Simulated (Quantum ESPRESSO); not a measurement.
# PbS (Galena) (Fm-3m) in Quantum ESPRESSO: further runs

Aim: see how the results for PbS (Galena) move with the level of theory and the settings. Levels: PBEint, HLE16. Tasks: band structure.

Everything below comes from runs of Quantum ESPRESSO 7.5. Logs are shortened: lines on timing, memory, paths and dates and some standing lists are left out, and cuts for length are marked.

**1. The crystal as given**

It takes space group Fm-3m (No. 225, cubic). The conventional cell has a = 5.931 Å, b = 5.931 Å, c = 5.931 Å, α = 90.00°, β = 90.00°, γ = 90.00°. Pb (site symmetry m-3m) has 6 S at 2.97 Å as nearest neighbours. Around S (site symmetry m-3m) lie 6 Pb at 2.97 Å.

**2. Band structure, PBEint**

pw.in reads:

```
&CONTROL
  calculation = 'scf'
  prefix = 'pwscf'
  outdir = './tmp'
  pseudo_dir = './pseudo'
  tprnfor = .true.
  tstress = .true.
  disk_io = 'low'
/
&SYSTEM
  ibrav = 0
  A = 4.19420387
  nat = 2
  ntyp = 2
  ecutwfc = 56
  nbnd = 16
  input_dft = 'XC-000I-000I-060L-062L-000I-000I'
  occupations = 'smearing'
  smearing = 'fd'
  degauss = 0.00367493
/
&ELECTRONS
  conv_thr = 4d-10
  electron_maxstep = 120
  mixing_beta = 0.5
/
ATOMIC_SPECIES
Pb   207.2000 Pb.upf
S     32.0600 S.upf
CELL_PARAMETERS alat
   0.0000000000    0.7071067816    0.7071067816
   0.7071067816    0.0000000000    0.7071067816
   0.7071067816    0.7071067816    0.0000000000
ATOMIC_POSITIONS alat
Pb     0.0000000000    0.0000000000    0.0000000000
S      0.7071067816    0.7071067816    0.7071067816
K_POINTS automatic
8 8 8 0 0 0
```

bands.in reads:

```
&CONTROL
  calculation = 'bands'
  prefix = 'pwscf'
  outdir = './tmp'
  pseudo_dir = './pseudo'
  disk_io = 'low'
  verbosity = 'high'
/
&SYSTEM
  ibrav = 0
  A = 4.19420387
  nat = 2
  ntyp = 2
  ecutwfc = 56
  nbnd = 16
  input_dft = 'XC-000I-000I-060L-062L-000I-000I'
  occupations = 'smearing'
  smearing = 'fd'
  degauss = 0.00367493
/
&ELECTRONS
  conv_thr = 1d-08
  electron_maxstep = 120
  mixing_beta = 0.5
  diago_full_acc = .true.
/
ATOMIC_SPECIES
Pb   207.2000 Pb.upf
S     32.0600 S.upf
CELL_PARAMETERS alat
   0.0000000000    0.7071067816    0.7071067816
   0.7071067816    0.0000000000    0.7071067816
   0.7071067816    0.7071067816    0.0000000000
ATOMIC_POSITIONS alat
Pb     0.0000000000    0.0000000000    0.0000000000
S      0.7071067816    0.7071067816    0.7071067816
K_POINTS crystal
60
 0.0000000000  0.0000000000  0.0000000000 1
 0.0625000000  0.0000000000  0.0625000000 1
 0.1250000000  0.0000000000  0.1250000000 1
 0.1875000000  0.0000000000  0.1875000000 1
 0.2500000000  0.0000000000  0.2500000000 1
 0.3125000000  0.0000000000  0.3125000000 1
 0.3750000000  0.0000000000  0.3750000000 1
 0.4375000000  0.0000000000  0.4375000000 1
 0.5000000000  0.0000000000  0.5000000000 1
 0.5000000000  0.0625000000  0.5625000000 1
 0.5000000000  0.1250000000  0.6250000000 1
 0.5000000000  0.1875000000  0.6875000000 1
 0.5000000000  0.2500000000  0.7500000000 1
 0.4375000000  0.3125000000  0.7500000000 1
 0.3750000000  0.3750000000  0.7500000000 1
 0.3375000000  0.3375000000  0.6750000000 1
 0.3000000000  0.3000000000  0.6000000000 1
 0.2625000000  0.2625000000  0.5250000000 1
 0.2250000000  0.2250000000  0.4500000000 1
 0.1875000000  0.1875000000  0.3750000000 1
 0.1500000000  0.1500000000  0.3000000000 1
 0.1125000000  0.1125000000  0.2250000000 1
 0.0750000000  0.0750000000  0.1500000000 1
 0.0375000000  0.0375000000  0.0750000000 1
 0.0000000000  0.0000000000  0.0000000000 1
 0.0625000000  0.0625000000  0.0625000000 1
 0.1250000000  0.1250000000  0.1250000000 1
 0.1875000000  0.1875000000  0.1875000000 1
 0.2500000000  0.2500000000  0.2500000000 1
 0.3125000000  0.3125000000  0.3125000000 1
 0.3750000000  0.3750000000  0.3750000000 1
 0.4375000000  0.4375000000  0.4375000000 1
 0.5000000000  0.5000000000  0.5000000000 1
 0.5250000000  0.4500000000  0.5250000000 1
 0.5500000000  0.4000000000  0.5500000000 1
 0.5750000000  0.3500000000  0.5750000000 1
 0.6000000000  0.3000000000  0.6000000000 1
 0.6250000000  0.2500000000  0.6250000000 1
 0.5833333333  0.2500000000  0.6666666667 1
 0.5416666667  0.2500000000  0.7083333333 1
 0.5000000000  0.2500000000  0.7500000000 1
 0.5000000000  0.2857142857  0.7142857143 1
 0.5000000000  0.3214285714  0.6785714286 1
 0.5000000000  0.3571428571  0.6428571429 1
 0.5000000000  0.3928571429  0.6071428571 1
 0.5000000000  0.4285714286  0.5714285714 1
 0.5000000000  0.4642857143  0.5357142857 1
 0.5000000000  0.5000000000  0.5000000000 1
 0.4821428571  0.4821428571  0.5357142857 1
 0.4642857143  0.4642857143  0.5714285714 1
 0.4464285714  0.4464285714  0.6071428571 1
 0.4285714286  0.4285714286  0.6428571429 1
 0.4107142857  0.4107142857  0.6785714286 1
 0.3928571429  0.3928571429  0.7142857143 1
 0.3750000000  0.3750000000  0.7500000000 1
 0.6250000000  0.2500000000  0.6250000000 1
 0.5937500000  0.1875000000  0.5937500000 1
 0.5625000000  0.1250000000  0.5625000000 1
 0.5312500000  0.0625000000  0.5312500000 1
 0.5000000000  0.0000000000  0.5000000000 1
```

Potentials or basis: PseudoDojo 0.4.1 SR PBE standard.

Command:

```
$ OMP_NUM_THREADS=1 pw.x -in pw.in > pw.out
$ OMP_NUM_THREADS=1 pw.x -in bands.in > bands.out
```

pw.out:

```text
This program is part of the open-source Quantum ESPRESSO suite
     for quantum simulation of materials; please cite
         "P. Giannozzi et al., J. Phys.:Condens. Matter 21 395502 (2009);
         "P. Giannozzi et al., J. Phys.:Condens. Matter 29 465901 (2017);
         "P. Giannozzi et al., J. Chem. Phys. 152 154105 (2020);
     in publications or presentations arising from this work. More details at

     IMPORTANT: XC functional enforced from input :
     Exchange-correlation= XC-000I-000I-060L-062L-000I-000I
                           (   0   0  60  62   0   0   0)
     Any further DFT definition will be discarded
     Please, verify this is what you really want

     Message from routine setup:
     using ibrav=0 with symmetry is DISCOURAGED, use correct ibrav instead

     G-vector sticks info
     --------------------
     sticks:   dense  smooth     PW     G-vecs:    dense   smooth      PW
     Sum         955     955    295                19891    19891    3287

     Using Slab Decomposition

     bravais-lattice index     =            0
     lattice parameter (alat)  =       7.9259  a.u.
     unit-cell volume          =     352.0710 (a.u.)^3
     number of atoms/cell      =            2
     number of atomic types    =            2
     number of electrons       =        20.00
     number of Kohn-Sham states=           16
     kinetic-energy cutoff     =      56.0000  Ry
     charge density cutoff     =     224.0000  Ry
     scf convergence threshold =      4.0E-10
     mixing beta               =       0.5000
     number of iterations used =            8  plain     mixing
     Exchange-correlation= XC-000I-000I-060L-062L-000I-000I
                           (   0   0  60  62   0   0   0)

     celldm(1)=   7.925897  celldm(2)=   0.000000  celldm(3)=   0.000000
     celldm(4)=   0.000000  celldm(5)=   0.000000  celldm(6)=   0.000000

     crystal axes: (cart. coord. in units of alat)
               a(1) = (   0.000000   0.707107   0.707107 )
               a(2) = (   0.707107   0.000000   0.707107 )
               a(3) = (   0.707107   0.707107   0.000000 )

     reciprocal axes: (cart. coord. in units 2 pi/alat)
               b(1) = ( -0.707107  0.707107  0.707107 )
               b(2) = (  0.707107 -0.707107  0.707107 )
               b(3) = (  0.707107  0.707107 -0.707107 )

     PseudoPot. # 1 for Pb read from file:
     Pb.upf
     Pseudo is Norm-conserving + core correction, Zval = 14.0
     Generated using ONCVPSP code by D. R. Hamann
     Using radial grid of 1678 points,  6 beta functions with:
                l(1) =   0
                l(2) =   0
                l(3) =   1
                l(4) =   1
                l(5) =   2
                l(6) =   2

     PseudoPot. # 2 for S  read from file:
     S.upf
     Pseudo is Norm-conserving + core correction, Zval =  6.0
     Generated using ONCVPSP code by D. R. Hamann
     Using radial grid of 1146 points,  6 beta functions with:
                l(1) =   0
                l(2) =   0
                l(3) =   1
                l(4) =   1
                l(5) =   2
                l(6) =   2

     atomic species   valence    mass     pseudopotential
     Pb               14.00   207.20000     Pb( 1.00)
     S                 6.00    32.06000     S ( 1.00)

     48 Sym. Ops., with inversion, found

   Cartesian axes

     site n.     atom                  positions (alat units)
         1        Pb     tau(   1) = (   0.0000000   0.0000000   0.0000000  )
         2        S      tau(   2) = (   0.7071068   0.7071068   0.7071068  )

     number of k points=    29  Fermi-Dirac smearing, width (Ry)=  0.0037
                       cart. coord. in units 2pi/alat
        k(    1) = (   0.0000000   0.0000000   0.0000000), wk =   0.0039062
        k(    2) = (   0.0883883   0.0883883  -0.0883883), wk =   0.0312500
        k(    3) = (   0.1767767   0.1767767  -0.1767767), wk =   0.0312500
        k(    4) = (   0.2651650   0.2651650  -0.2651650), wk =   0.0312500
        k(    5) = (  -0.3535534  -0.3535534   0.3535534), wk =   0.0156250
        k(    6) = (   0.1767767   0.0000000   0.0000000), wk =   0.0234375
[... 21 lines left out ...]
        k(   28) = (  -0.7071068   0.1767767   0.0000000), wk =   0.0468750
        k(   29) = (  -0.7071068   0.3535534   0.0000000), wk =   0.0234375

     Dense  grid:    19891 G-vectors     FFT dimensions: (  40,  40,  40)

     WARNING: libxc functional with ID   60 depends
      on external parameters: check the user_guide of
      QE if you need to modify them or to check their
      default values.

     WARNING: libxc functional with ID   62 depends
      on external parameters: check the user_guide of
      QE if you need to modify them or to check their
      default values.

     Initial potential from superposition of free atoms

     starting charge      19.9978, renormalised to      20.0000
     Starting wfcs are   13 randomized atomic wfcs +    3 random wfcs

     Self-consistent Calculation

     iteration #  1     ecut=    56.00 Ry     beta= 0.50
     Davidson diagonalization with overlap
     ethr =  1.00E-02,  avg # of iterations =  5.2

     Threshold (ethr) on eigenvalues was too large:
     Diagonalizing with lowered threshold

     Davidson diagonalization with overlap
     ethr =  5.55E-04,  avg # of iterations =  1.8

     total energy              =    -162.47154553 Ry
     estimated scf accuracy    <       0.10801396 Ry
[... 57 lines left out ...]
     iteration # 10     ecut=    56.00 Ry     beta= 0.50
     Davidson diagonalization with overlap
     ethr =  4.85E-12,  avg # of iterations =  2.0

     End of self-consistent calculation

          k = 0.0000 0.0000 0.0000 (  2445 PWs)   bands (ev):

    -8.0496  -8.0496  -8.0496  -8.0326  -8.0326  -4.9512   2.6265   6.4898
     6.4898   6.4898  13.8549  13.8549  13.8549  15.2849  15.2849  15.2849

          k = 0.0884 0.0884-0.0884 (  2508 PWs)   bands (ev):
[... 16 lines left out ...]
    -8.0677  -8.0677  -8.0467  -7.9991  -7.9991  -3.6968  -0.2072   6.8768
     6.8768   8.6659   8.9480  10.5746  10.5746  17.1958  18.7481  18.7481

          k = 0.1768 0.0000 0.0000 (  2533 PWs)   bands (ev):

    -8.0534  -8.0455  -8.0408  -8.0408  -8.0287  -4.7700   2.1142   6.2860
     6.2860   7.2912  11.6654  13.5122  13.5122  14.3576  16.4495  16.4495

          k = 0.2652 0.0884-0.0884 (  2518 PWs)   bands (ev):
[... 21 lines left out ...]
    -8.0605  -8.0543  -8.0451  -8.0237  -8.0128  -4.1764   0.8179   5.7694
     6.9391   8.0684  10.0104  11.0727  12.5214  15.9717  16.3895  18.1884

          k = 0.0000-0.1768 0.1768 (  2521 PWs)   bands (ev):

    -8.0486  -8.0478  -8.0439  -8.0396  -8.0236  -4.6003   1.6411   6.0526
     6.8007   7.4533  11.2799  11.9558  12.9972  15.6730  15.6799  16.8114

          k = 0.3536 0.0000 0.0000 (  2477 PWs)   bands (ev):

    -8.0939  -8.0627  -8.0194  -8.0191  -8.0191  -4.2513   1.4300   5.8134
     5.8134   6.9213  11.0538  13.2881  13.5575  13.5575  18.3708  18.5854

          k = 0.4419 0.0884-0.0884 (  2487 PWs)   bands (ev):
[... 11 lines left out ...]
    -8.1110  -8.0438  -8.0347  -8.0187  -8.0028  -3.4400   0.2535   4.5907
     6.2722   7.0536  10.7855  11.6298  13.0624  16.3998  17.9658  18.0888

          k = 0.0000-0.3536 0.3536 (  2493 PWs)   bands (ev):

    -8.0837  -8.0498  -8.0351  -8.0174  -8.0166  -3.7631   0.4537   4.9192
     6.7529   7.8477  10.0424  11.0557  12.8765  16.8781  17.3176  18.4301

          k = 0.5303 0.0000 0.0000 (  2478 PWs)   bands (ev):

    -8.1618  -8.0721  -8.0100  -7.9965  -7.9965  -3.5857   1.2376   4.6478
     5.3713   5.3713  12.6227  13.0759  14.0319  14.0319  19.1544  20.0274

          k =-0.0884-0.6187 0.6187 (  2482 PWs)   bands (ev):

    -8.1744  -8.0688  -8.0135  -7.9941  -7.9904  -3.3282   1.1008   3.8531
     5.3724   5.5387  12.4733  13.6599  13.7348  14.2671  20.0810  20.1270

          k = 0.0000-0.5303 0.5303 (  2502 PWs)   bands (ev):

    -8.1526  -8.0530  -8.0254  -8.0047  -7.9953  -3.2631   0.6680   3.8339
     5.7010   6.1531  11.9449  12.7627  13.6891  14.7988  18.8554  19.5079

          k =-0.7071 0.0000 0.0000 (  2498 PWs)   bands (ev):

    -8.1945  -8.0759  -8.0061  -7.9869  -7.9869  -3.2529   1.4576   3.4106
     5.1969   5.1969  12.4000  14.2182  14.3329  14.3329  19.6788  20.7301

          k = 0.3536 0.1768 0.0000 (  2495 PWs)   bands (ev):

    -8.0833  -8.0534  -8.0394  -8.0198  -8.0102  -4.1192   0.9984   5.5282
     6.4196   7.3643  10.6103  12.0248  12.8058  14.9117  17.9077  18.4446

          k =-0.2652-0.4419 0.6187 (  2480 PWs)   bands (ev):
[... 16 lines left out ...]
    -8.1433  -8.0475  -8.0314  -8.0141  -7.9916  -3.2970   0.6037   4.2207
     4.8868   7.1264  11.1931  12.8875  13.3875  15.5751  17.8601  20.2090

          k = 0.0000-0.3536 0.5303 (  2482 PWs)   bands (ev):

    -8.1244  -8.0417  -8.0320  -8.0242  -7.9972  -3.3728   0.4445   4.3922
     5.2439   7.6142  10.5018  12.5645  13.1607  16.7507  16.8003  19.5565

          k =-0.7071 0.1768 0.0000 (  2496 PWs)   bands (ev):

    -8.1734  -8.0636  -8.0167  -8.0006  -7.9869  -3.2342   1.0349   3.6238
     4.8681   6.2443  12.6233  12.6707  13.9304  14.9962  19.0840  20.2338

          k =-0.7071 0.3536 0.0000 (  2488 PWs)   bands (ev):

    -8.1482  -8.0327  -8.0327  -8.0313  -7.9869  -3.2143   0.7047   4.1918
     4.1918   7.6399  10.7997  13.2863  13.2863  16.7636  16.7636  20.5599

     the Fermi energy is     8.8069 ev

!    total energy              =    -162.50378126 Ry
     estimated scf accuracy    <          4.6E-11 Ry
     smearing contrib. (-TS)   =      -0.00002485 Ry
     internal energy E=F+TS    =    -162.50375641 Ry

     The total energy is F=E-TS. E is the sum of the following terms:
     one-electron contribution =     -35.75109352 Ry
     hartree contribution      =      30.36622468 Ry
     xc contribution           =     -45.88924348 Ry
     ewald contribution        =    -111.22964409 Ry

     convergence has been achieved in  10 iterations

     Forces acting on atoms (cartesian axes, Ry/au):

     atom    1 type  1   force =    -0.00000000   -0.00000000   -0.00000000
     atom    2 type  2   force =    -0.00000000   -0.00000000    0.00000000

     Total force =     0.000000     Total SCF correction =     0.000000

     Computing stress (Cartesian axis) and pressure

          total   stress  (Ry/bohr**3)                   (kbar)     P=        0.26
   0.00000178   0.00000000   0.00000000            0.26        0.00        0.00
   0.00000000   0.00000178   0.00000000            0.00        0.26        0.00
   0.00000000   0.00000000   0.00000178            0.00        0.00        0.26

=------------------------------------------------------------------------------=
   JOB DONE.
=------------------------------------------------------------------------------=
```

It took 80 s on 1 thread of Arm Neoverse N1, shared host; peak memory 0.09 GiB.

What came out:

* Free energy: -2210.9766 eV
* Pressure: 0.0 GPa
* Band gap on the k mesh: 0.28 eV, direct
* Band gap along the path: 0.28 eV, direct

Levels at the corners of the path, in eV from the valence-band top:
```csv
point,band 6,band 7,band 8,band 9,band 10,band 11,band 12,band 13,band 14,band 15
Γ,-13.62,-6.04,-2.18,-2.18,-2.18,5.19,5.19,5.19,6.62,6.62
X,-11.92,-7.21,-5.26,-3.47,-3.47,3.73,5.55,5.67,5.67,11.01
W,-11.88,-7.96,-4.47,-4.47,-1.03,2.13,4.62,4.62,8.10,8.10
K,-11.93,-8.00,-4.83,-2.96,-2.51,3.28,4.10,5.02,6.13,10.19
Γ,-13.62,-6.04,-2.18,-2.18,-2.18,5.19,5.19,5.19,6.62,6.62
L,-12.36,-8.87,-1.79,-1.79,0.00,0.28,1.91,1.91,8.53,10.08
U,-11.93,-8.00,-4.83,-2.96,-2.51,3.28,4.10,5.02,6.13,10.19
W,-11.88,-7.96,-4.47,-4.47,-1.03,2.13,4.62,4.62,8.10,8.10
L,-12.36,-8.87,-1.79,-1.79,0.00,0.28,1.91,1.91,8.53,10.08
K,-11.93,-8.00,-4.83,-2.96,-2.51,3.28,4.10,5.02,6.13,10.19
U,-11.93,-8.00,-4.83,-2.96,-2.51,3.28,4.10,5.02,6.13,10.19
X,-11.92,-7.21,-5.26,-3.47,-3.47,3.73,5.55,5.67,5.67,11.01
```

Caveat: the potentials were made for another functional, which shifts forces and pressure; spin-orbit coupling is left out, which as a rule narrows the gap of such compounds by several tenths of an eV.

**3. Band structure, HLE16**

pw.in reads:

```
&CONTROL
  calculation = 'scf'
  prefix = 'pwscf'
  outdir = './tmp'
  pseudo_dir = './pseudo'
  tprnfor = .true.
  tstress = .true.
  disk_io = 'low'
/
&SYSTEM
  ibrav = 0
  nat = 2
  ntyp = 2
  ecutwfc = 56
  nbnd = 16
  input_dft = 'XC-000I-000I-545L-000I-000I-000I'
  occupations = 'smearing'
  smearing = 'fd'
  degauss = 0.00367493
/
&ELECTRONS
  conv_thr = 4d-10
  electron_maxstep = 120
  mixing_beta = 0.5
/
ATOMIC_SPECIES
Pb   207.2000 Pb.upf
S     32.0600 S.upf
CELL_PARAMETERS bohr
   0.0000000000    5.6044552541    5.6044552541
   5.6044552541    0.0000000000    5.6044552541
   5.6044552541    5.6044552541    0.0000000000
ATOMIC_POSITIONS bohr
Pb     0.0000000000    0.0000000000    0.0000000000
S      5.6044552541    5.6044552541    5.6044552541
K_POINTS automatic
8 8 8 0 0 0
```

bands.in: that of step 2 with these lines changed.

```diff
@@ -10,3 +10,2 @@
   ibrav = 0
-  A = 4.19420387
   nat = 2
@@ -15,3 +14,3 @@
   nbnd = 16
-  input_dft = 'XC-000I-000I-060L-062L-000I-000I'
+  input_dft = 'XC-000I-000I-545L-000I-000I-000I'
   occupations = 'smearing'
@@ -29,9 +28,9 @@
 S     32.0600 S.upf
-CELL_PARAMETERS alat
-   0.0000000000    0.7071067816    0.7071067816
-   0.7071067816    0.0000000000    0.7071067816
-   0.7071067816    0.7071067816    0.0000000000
-ATOMIC_POSITIONS alat
+CELL_PARAMETERS bohr
+   0.0000000000    5.6044552541    5.6044552541
+   5.6044552541    0.0000000000    5.6044552541
+   5.6044552541    5.6044552541    0.0000000000
+ATOMIC_POSITIONS bohr
 Pb     0.0000000000    0.0000000000    0.0000000000
-S      0.7071067816    0.7071067816    0.7071067816
+S      5.6044552541    5.6044552541    5.6044552541
 K_POINTS crystal
```

Potentials or basis: PseudoDojo 0.4.1 SR PBE standard.

Command:

```
$ OMP_NUM_THREADS=1 pw.x -in pw.in > pw.out
$ OMP_NUM_THREADS=1 pw.x -in bands.in > bands.out
```

Wall time 90 s (1 thread of Arm Neoverse N1, shared host); peak memory 0.09 GiB.

Results (log left out):

| Quantity | Value |
| --- | --- |
| Free energy | -2370.5008 eV |
| Pressure | -4.6 GPa |
| Band gap on the k mesh | 1.48 eV, direct |
| Band gap along the path | 1.48 eV, direct |

Levels at the corners of the path, in eV from the valence-band top:
```csv
point,band 8,band 9,band 10,band 11,band 12,band 13
Γ,-1.93,-1.93,-1.93,5.72,5.72,5.72
X,-4.47,-3.01,-3.01,5.36,6.12,6.12
W,-3.81,-3.81,-0.95,2.88,5.46,5.46
K,-4.11,-2.56,-2.12,4.07,4.57,5.71
Γ,-1.93,-1.93,-1.93,5.72,5.72,5.72
L,-1.60,-1.60,0.00,1.48,2.65,2.65
U,-4.11,-2.56,-2.12,4.07,4.57,5.71
W,-3.81,-3.81,-0.95,2.88,5.46,5.46
L,-1.60,-1.60,0.00,1.48,2.65,2.65
K,-4.11,-2.56,-2.12,4.07,4.57,5.71
U,-4.11,-2.56,-2.12,4.07,4.57,5.71
X,-4.47,-3.01,-3.01,5.36,6.12,6.12
```

Caveat: the potentials were made for another functional, which shifts forces and pressure; the potentials were made for a functional far from this one; spin-orbit coupling is left out, which as a rule narrows the gap of such compounds by several tenths of an eV.
